## Question: which pressure belongs to which functional?

I have five calculations on one ZnS crystal, all in the same fixed cell, and I have lost track of which result belongs to which method.

Kohn-Sham DFT with Ansatz for ZnS (F-43m, 2-atom cell, 19.73 Å³/atom) at one fixed geometry, without spin–orbit coupling. Pressures are for the static lattice, positive in compression and without the Pulay correction; times come from shared machines. The HSE06 form uses 25 % exact exchange and a screening parameter of 0.6 Å⁻¹. Candidates: HSE03, r2SCAN-rVV10, HSE06-form-with-a-typed share-of-exact-exchange, r2SCAN0-D4, PBE-D4.

| row | pressure (GPa) | rough processor time (s) |
| --- | --- | --- |
| A | 1.590 | 20 |
| B | 0.970 | 30 |
| C | -1.580 | 10 |
| D | -1.110 | 50 |
| E | -1.530 | 100 |

My first idea was to sort by time, since hybrids are expensive: the slow rows would be hybrids and the fast ones not. Is that safe, or can the pressures tell me more? I can also look up the band gap of each run.

## Answer

Start with the pressures and bring in the gaps where the pressures fail. Leave the times until the end.

**The sign of the pressure.** A positive pressure means that the cell is smaller than the method would like, and a negative one that it is larger. The cell is close to the measured size of ZnS. PBE without a dispersion term is known to make this crystal too large, and screened hybrids built on PBE cure only part of that. They should therefore find the cell compressed, which points to A and B for the two candidates without dispersion.

The other three candidates carry D4 or rVV10, which add the attraction between fluctuating dipoles. In ZnS strong bonds already set the lattice, so this attraction only trims it.

Is the trim large enough to matter here? For a pair of atoms at distance $r$ the dispersion energy is $-C_6/r^6$, where $C_6$ measures how easily the two atoms polarise. When the whole crystal is scaled, $r^6$ grows as the square of the volume $V$. The dispersion energy $E$ then varies as $V^{-2}$, and the pressure is

$$P=-\frac{dE}{dV}=\frac{2E}{V}.$$

Take only the nearest S–S pairs, 3.82 Å apart, with a rough recalled $C_6$ of 130 hartree bohr⁶. Each pair gives about $-0.025$ eV, and there are six pairs per ZnS unit, so $E\approx-0.15$ eV. The unit fills $2\times19.73\approx39.5$ Å³, and 1 eV/Å³ is about 160 GPa:

$$P\approx\frac{2\times(-0.15)}{39.5}\times160\approx-1.2\ \text{GPa}.$$

This leaves out all other pairs and the damping at short range, so only the order of magnitude counts. It is the right order to turn a compressed cell into a stretched one. The two groups in your table lie at least 2.08 GPa apart, but that distance isn't the size of the dispersion term, because the functionals change as well. r2SCAN usually prefers a smaller lattice than PBE even without dispersion, so for the two r2SCAN candidates both effects push towards a negative pressure.

**A or B?** Both remaining hybrids use a quarter of exact exchange and differ in how far it reaches. The screening parameter $\omega$ cuts it off beyond a distance of roughly $1/\omega$. HSE03 has $\omega=0.3$ Å⁻¹, while the "HSE06 form" candidate has 0.6 Å⁻¹, so it isn't standard HSE06.

A larger $\omega$ leaves less exact exchange and brings the method closer to plain PBE. That should mean a larger preferred lattice, hence a higher pressure in this cell, and a smaller gap. A has the higher pressure, and its gap is 2.69 eV against 3.13 eV for B. Both clues therefore make A the strongly screened hybrid and B HSE03.

**C, D or E?** Here the pressure lets you down. C and E differ by only 0.05 GPa, and including the Pulay correction, which allows for the change of the basis with volume, shrinks this to 0.02 GPa. D stands somewhat apart. Its weaker tension would suit PBE-D4, since PBE starts from a larger lattice, but this alone is a thin argument.

The gaps settle it: 2.61 eV for C, 2.11 eV for D and 4.33 eV for E. In a semilocal functional an electron partly repels itself, which pushes the filled states up towards the empty ones. Exact exchange removes part of this error, and in r2SCAN0 it does so without screening. E must be r2SCAN0-D4.

Between C and D, the wider gap should belong to r2SCAN, which usually opens gaps somewhat compared with PBE. So C is r2SCAN-rVV10 and D is PBE-D4.

**How sure is each match?** E is the safest, once its gap is known. A and B are nearly as safe, because pressure and gap agree. C and D are likely rather than certain, since the choice rests on a usual tendency and a gap difference of 0.50 eV.

Neither clue would have been enough alone. By gap, A and C are almost twins, only 0.08 eV apart, yet their pressures differ by 3.17 GPa.

Here are the labels:

The rows with their labels:

| method | rung | potentials | basis | spin | k mesh | smearing | pressure (GPa) | rough processor time (s) |
| --- | --- | --- | --- | --- | --- | --- | --- | --- |
| PBE-D4 | GGA | PseudoDojo stringent | 1143 eV | non-collinear random | 9x9x9 2-atom cell | fixed 0eV | -1.110 | 50 |
| r2SCAN-rVV10 | meta-GGA | Ansatz PAW | 500 eV | none | 9x9x9 2-atom cell | gaussian 0.01eV | -1.580 | 10 |
| HSE03 | hybrid | Ansatz PAW | 420 eV | none | 6x6x6 2-atom cell | gaussian 0.1eV | 0.970 | 30 |
| HSE06-form-with-a-typed share-of-exact-exchange | hybrid | Ansatz PAW | 420 eV | none | 5x5x5 2-atom cell | Fermi Dirac 0.05eV | 1.590 | 20 |
| r2SCAN0-D4 | hybrid | JTH PAW | 1080 eV | none | 5x5x5 2-atom cell | fixed 0eV | -1.530 | 100 |

All five matches hold. The close pressures of C and E still don't show that exact exchange leaves the lattice alone: the dispersion term and the potentials change between these rows too, and their effects may cancel.

**Does the screening argument work in numbers?** At distance $r$, screening keeps a fraction $\operatorname{erfc}(\omega r)$ of the exchange interaction; this function falls from one towards zero as $\omega r$ grows. Suppose that the gap opening shrinks by the same fraction. For the unscreened opening take E less C, which is 1.71 eV, and for $r$ try half a Zn–S bond, 1.17 Å.

The estimated opening is then 1.06 eV for HSE03 and 0.55 eV for the strongly screened hybrid. Measured from the PBE-D4 gap, the calculations give 1.02 and 0.58 eV.

With a full bond length for $r$ the estimate fails badly, leaving only 0.08 eV for the strongly screened hybrid. The estimate thus depends strongly on the chosen distance, and a match at one value of $r$ doesn't show that the exchange which opens the gap really has that range. There are other reasons not to press the good agreement for half a bond. The unscreened opening comes from r2SCAN rather than PBE, unscreened exchange converges slowly with the k mesh, and the potentials and k meshes differ between the runs.

**And the times?** Sorting by time would have misled you. PBE-D4 took about 50 s, longer than either screened hybrid, although it has no exact exchange. It ran with a much higher cutoff, a denser k mesh, non-collinear spin and more electrons per cell. On a crystal this small such settings can outweigh the choice of functional, so these times don't tell you what a better functional costs.

For practical use, turn the pressure into a lattice error. Dividing it by three times the bulk modulus, roughly 77 GPa for ZnS, gives the relative change in cell edge that the method would make. It runs from about $-0.7$ % for r2SCAN-rVV10 to $+0.7$ % for the strongly screened hybrid. If you impose a measured cell, you build in a strain of about this size but of opposite sign: a method that wants a larger cell is held in compression.
